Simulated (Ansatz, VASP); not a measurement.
**MgO in VASP and in Ansatz**

```
CELL_PARAMETERS angstrom
0.00000 2.02181 2.02181
2.02181 0.00000 2.02181
2.02181 2.02181 0.00000
ATOMIC_POSITIONS crystal
Mg 0.00000 0.00000 0.00000
O 0.50000 0.50000 0.50000
```

Alike in both runs: functional PBE; k mesh 16 × 16 × 16; occupations fermi-dirac, width 0.05 eV; no spin polarisation.

Ansatz relaxed the structure, and its values are those at the end. VASP's run is a single point on that final structure, the one shown.

|  | VASP | Ansatz |
| --- | --- | --- |
| version | VASP 6.6.1 | Ansatz 0.2.0 |
| potentials or method | VASP PAW PBE potentials, release 64 (Mg, O) | PAW with Ansatz's default frozen-core files, scalar-relativistic |
| plane-wave cutoff (eV) | 520 | 420 |
| valence electrons in the cell | 8 | 16 |

Ansatz gave:

```
gap on the k mesh at the Fermi level (eV) : 6.03
```

Task: Which values does VASP return?

Result: gap on the k mesh at the Fermi level (eV): 6.01.

The two sets of potentials don't hold the same shells in valence.

 A k mesh can miss the band edges. As with any semilocal functional, this PBE gap is likely too small.
